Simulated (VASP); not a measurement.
PbS (strained rocksalt): a PBE single-point calculation in VASP

INCAR

```
LCHARG = .FALSE.
GGA = PE
EDIFF = 1E-7
NELM = 120
PREC = Accurate
NSW = 0
LASPH = .TRUE.
ENCUT = 520
SIGMA = 0.02
IBRION = -1
ISMEAR = -1
LREAL = .FALSE.
NBANDS = 17
ISIF = 2
LWAVE = .FALSE.
```

KPOINTS

```
KPOINTS created by Atomic Simulation Environment
0
Gamma
8 8 8
0 0 0
```

KPOINTS_OPT

```
special points
7
Reciprocal
0.0000000000 0.0000000000 0.0000000000 1
0.5000000000 0.0000000000 0.5000000000 1
0.6250000000 0.2500000000 0.6250000000 1
0.3750000000 0.3750000000 0.7500000000 1
0.5000000000 0.5000000000 0.5000000000 1
0.5000000000 0.2500000000 0.7500000000 1
0.0000000000 0.0000000000 0.5000000000 1
```

POSCAR

```
Pb S
 1.0000000000000000
     0.0000000000000000    2.9872326911000000    2.9872326911000000
     2.9722965276000002    0.0000000000000000    2.9872326911000000
     2.9722965276000002    2.9872326911000000    0.0000000000000000
 Pb  S
   1   1
Cartesian
  0.0000000000000000  0.0000000000000000  0.0000000000000000
  2.9722965275999997  2.9872326911000004  2.9872326911000009
```

VASP ran with the recommended PBE PAW datasets (20 valence electrons in the cell).

Command

```
mpirun -np 1 vasp_std
```

OSZICAR

```
N       E                     dE             d eps       ncg     rms          rms(c)
DAV:   1     0.158252380290E+03    0.15825E+03   -0.97118E+03  2014   0.123E+03
DAV:   2     0.272399290143E+01   -0.15553E+03   -0.14972E+03  2175   0.310E+02
DAV:   3    -0.894928998534E+01   -0.11673E+02   -0.11594E+02  2515   0.899E+01
DAV:   4    -0.925135165384E+01   -0.30206E+00   -0.30174E+00  2585   0.158E+01
DAV:   5    -0.926228890202E+01   -0.10937E-01   -0.10936E-01  2945   0.294E+00    0.452E+00
DAV:   6    -0.876060396423E+01    0.50168E+00   -0.14401E+00  3156   0.799E+00    0.317E+00
DAV:   7    -0.876170277330E+01   -0.10988E-02   -0.14575E-01  2413   0.190E+00    0.184E+00
DAV:   8    -0.876546902957E+01   -0.37663E-02   -0.17076E-02  2337   0.139E+00    0.294E-01
DAV:   9    -0.876490678077E+01    0.56225E-03   -0.36999E-03  3154   0.524E-01    0.865E-02
DAV:  10    -0.876510285665E+01   -0.19608E-03   -0.38769E-04  2355   0.114E-01    0.588E-02
DAV:  11    -0.876511043130E+01   -0.75747E-05   -0.62236E-05  2799   0.847E-02    0.163E-02
DAV:  12    -0.876511132425E+01   -0.89295E-06   -0.44054E-06  2613   0.214E-02    0.346E-03
DAV:  13    -0.876511132665E+01   -0.23983E-08   -0.21927E-07  2626   0.451E-03
   1 F= -.87651113E+01 E0= -.87651112E+01  d E =-.182911E-06
       N       E                     dE             ncg
DAV:   1     0.171332544696E+04   -0.38762E+04      238
DAV:   2     0.621578264441E+03   -0.10917E+04      255
DAV:   3     0.544012691755E+03   -0.77566E+02      310
DAV:   4     0.542161735044E+03   -0.18510E+01      331
DAV:   5     0.542103681101E+03   -0.58054E-01      339
DAV:   6     0.542101339472E+03   -0.23416E-02      346
DAV:   7     0.542101323420E+03   -0.16052E-04      346
DAV:   8     0.542101323117E+03   -0.30299E-06      315
DAV:   9     0.542101323112E+03   -0.48638E-08      256
```

From OUTCAR

```
k-points           NKPTS =     59   k-points in BZ     NKDIM =     59   number of bands    NBANDS=     17

   NELECT =      20.0000    total number of electrons

   dimension x,y,z NGX =    32 NGY =   32 NGZ =   32
   dimension x,y,z NGXF=    64 NGYF=   64 NGZF=   64

  energy-cutoff  :      520.00
  volume of cell :       53.05
      direct lattice vectors                 reciprocal lattice vectors
     0.000000000  2.987232691  2.987232691    -0.168220094  0.167378993  0.167378993
     2.972296528  0.000000000  2.987232691     0.168220094 -0.167378993  0.167378993
     2.972296528  2.987232691  0.000000000     0.168220094  0.167378993 -0.167378993

 k-points in reciprocal lattice and weights: KPOINTS created by Atomic Simulation Env
   0.00000000  0.00000000  0.00000000       0.002
   0.12500000 -0.00000000 -0.00000000       0.016
   0.25000000 -0.00000000 -0.00000000       0.016
   0.37500000 -0.00000000 -0.00000000       0.016
   0.50000000 -0.00000000 -0.00000000       0.008
   0.12500000  0.12500000  0.00000000       0.008
   0.25000000  0.12500000 -0.00000000       0.031
   0.37500000  0.12500000 -0.00000000       0.031
   ...

 E-fermi :   5.7995

 k-point     1 :       0.0000    0.0000    0.0000
  band No.  band energies     occupation
      1     -11.1941      2.00000
      2     -11.1926      2.00000
      3     -11.1926      2.00000
      4     -11.1781      2.00000
      5     -11.1745      2.00000
      6      -7.8435      2.00000
      7      -0.4614      2.00000
      8       3.4871      2.00000
      9       3.5275      2.00000
     10       3.5275      2.00000
     11      10.7311      0.00000
     12      10.7311      0.00000
     13      10.8435      0.00000
     14      12.3678      0.00000
     15      12.3678      0.00000
     16      12.3982      0.00000
     17      14.3114      0.00000

 k-point     2 :       0.1250   -0.0000   -0.0000
  band No.  band energies     occupation
      1     -11.1926      2.00000
      2     -11.1902      2.00000
      3     -11.1900      2.00000
      4     -11.1785      2.00000
      5     -11.1756      2.00000
      6      -7.7140      2.00000
      7      -0.8881      2.00000
      8       3.5427      2.00000
      9       3.5657      2.00000
     10       3.8316      2.00000
     11       9.5719      0.00000
     12       9.9823      0.00000
     13      10.0518      0.00000
     14      12.3191      0.00000
     15      12.7338      0.00000
     16      12.7485      0.00000
     17      15.4697      0.00000

 k-point     3 :       0.2500   -0.0000   -0.0000
  band No.  band energies     occupation
      1     -11.1958      2.00000
      2     -11.1943      2.00000
      3     -11.1909      2.00000
      4     -11.1671      2.00000
      5     -11.1671      2.00000
      6      -7.3549      2.00000
      7      -1.8153      2.00000
      8       3.6639      2.00000
      9       3.6745      2.00000
     10       4.4615      2.00000
     11       7.9657      0.00000
     12       8.8080      0.00000
     13       8.8601      0.00000
     14      12.4920      0.00000
     15      13.5839      0.00000
     16      13.5866      0.00000
     17      17.4212      0.00000

 k-point     4 :       0.3750   -0.0000   -0.0000
  band No.  band energies     occupation
      1     -11.2050      2.00000
      2     -11.2032      2.00000
      3     -11.1900      2.00000
      4     -11.1533      2.00000
      5     -11.1523      2.00000
      6      -6.8911      2.00000
      7      -2.7322      2.00000
      8       3.8154      2.00000
      9       3.8186      2.00000
     10       5.0893      2.00000
     11       6.7243      0.00000
     12       7.9216      0.00000
     13       7.9588      0.00000
     14      13.3376      0.00000
     15      14.7987      0.00000
     16      14.8114      0.00000
     17      17.3309      0.00000

 k-point     5 :       0.5000   -0.0000   -0.0000
  band No.  band energies     occupation
      1     -11.2090      2.00000
      2     -11.2071      2.00000
      3     -11.1898      2.00000
      4     -11.1473      2.00000
      5     -11.1461      2.00000
      6      -6.6430      2.00000
      7      -3.1472      2.00000
      8       3.8872      2.00000
      9       3.8972      2.00000
     10       5.5878      1.99995
     11       6.0112      0.00005
     12       7.5885      0.00000
     13       7.6188      0.00000
     14      14.2474      0.00000
     15      15.7396      0.00000
     16      15.7694      0.00000
     17      16.1197      0.00000

 k-point     6 :       0.1250    0.1250    0.0000
  band No.  band energies     occupation
      1     -11.1961      2.00000
      2     -11.1887      2.00000
      3     -11.1863      2.00000
      4     -11.1845      2.00000
      5     -11.1718      2.00000
      6      -7.6695      2.00000
      7      -0.9366      2.00000
      8       3.2925      2.00000
      9       3.3358      2.00000
     10       4.2761      2.00000
     11       8.6369      0.00000
     12      10.4297      0.00000
     13      10.5262      0.00000
     14      11.4636      0.00000
     15      13.4847      0.00000
     16      13.4971      0.00000
     17      14.8917      0.00000

 k-point     7 :       0.2500    0.1250   -0.0000
  band No.  band energies     occupation
      1     -11.2038      2.00000
      2     -11.1957      2.00000
      3     -11.1834      2.00000
      4     -11.1756      2.00000
      5     -11.1636      2.00000
      6      -7.3828      2.00000
      7      -1.5519      2.00000
      8       3.2084      2.00000
      9       3.2909      2.00000
     10       4.6075      2.00000
     11       7.6270      0.00000
     12       9.6216      0.00000
     13       9.9000      0.00000
     14      11.5735      0.00000
     15      13.9586      0.00000
     16      14.2969      0.00000
     17      16.1194      0.00000

 k-point     8 :       0.3750    0.1250   -0.0000
  band No.  band energies     occupation
      1     -11.2168      2.00000
      2     -11.1913      2.00000
      3     -11.1905      2.00000
      4     -11.1652      2.00000
      5     -11.1506      2.00000
      6      -6.9430      2.00000
      7      -2.3878      2.00000
      8       3.2938      2.00000
      9       3.3392      2.00000
     10       4.5323      2.00000
     11       7.2246      0.00000
     12       8.7804      0.00000
     13       8.9636      0.00000
     14      12.2579      0.00000
     15      14.7669      0.00000
     16      15.3554      0.00000
     17      17.2820      0.00000

 k-point     9 :       0.5000    0.1250   -0.0000
  band No.  band energies     occupation
      1     -11.2211      2.00000
      2     -11.1989      2.00000
      3     -11.1863      2.00000
      4     -11.1566      2.00000
      5     -11.1460      2.00000
      6      -6.5931      2.00000
      7      -2.9716      2.00000
      8       3.1275      2.00000
      9       3.5445      2.00000
     10       4.6515      2.00000
     11       6.9162      0.00000
     12       8.1832      0.00000
     13       8.6113      0.00000
     14      13.4535      0.00000
     15      15.5985      0.00000
     16      15.9018      0.00000
     17      16.2200      0.00000

 k-point    10 :      -0.3750    0.1250    0.0000
  band No.  band energies     occupation
      1     -11.2147      2.00000
      2     -11.2007      2.00000
      3     -11.1860      2.00000
      4     -11.1541      2.00000
      5     -11.1531      2.00000
      6      -6.6764      2.00000
      7      -2.8644      2.00000
      8       2.8642      2.00000
      9       3.8353      2.00000
     10       5.0499      2.00000
     11       6.6223      0.00000
     12       7.8291      0.00000
     13       8.9643      0.00000
     14      13.6852      0.00000
     15      14.6596      0.00000
     16      15.7529      0.00000
     17      16.5730      0.00000

 k-point    11 :      -0.2500    0.1250    0.0000
  band No.  band energies     occupation
      1     -11.2018      2.00000
      2     -11.1951      2.00000
      3     -11.1890      2.00000
      4     -11.1695      2.00000
      5     -11.1583      2.00000
      6      -7.0982      2.00000
      7      -2.1818      2.00000
      8       2.8355      2.00000
      9       3.9513      2.00000
     10       5.0237      2.00000
     11       7.0515      0.00000
     12       8.0929      0.00000
     13       9.4829      0.00000
     14      12.9993      0.00000
     15      13.4603      0.00000
     16      15.2158      0.00000
     17      16.3874      0.00000

 ...

  Total        0.5195948      0.3173843      0.3173843     -0.0000000      0.0000000     -0.0000000
  in kB       15.6933310      9.5859623      9.5859623     -0.0000000      0.0000000     -0.0000000
  external PRESSURE =      11.6217519 kB  Pullay stress =       0.0000000 kB

 POSITION                                       TOTAL-FORCE (eV/Angst)
 -----------------------------------------------------------------------------------
      0.00000      0.00000      0.00000         0.000000      0.000000     -0.000000
      2.97230      2.98723      2.98723         0.000000     -0.000000      0.000000
 -----------------------------------------------------------------------------------
    total drift:                                0.000000     -0.000000     -0.000000

  FREE ENERGIE OF THE ION-ELECTRON SYSTEM (eV)
  ---------------------------------------------------
  free  energy   TOTEN  =        -8.7651113267 eV

  energy  without entropy=       -8.7651111437  energy(sigma->0) =       -8.76511124
```

```yaml
gap_between_bands_v_and_c: 0.42 eV
least_direct_gap: 0.42 eV
pressure: 1.2 GPa
```

Band v is the last that the valence electrons fill when counted band by band, and c is the next.

The run took about 35 s on one core of a shared host (Intel Xeon Platinum 8488C) and held 0.21 GiB at most.
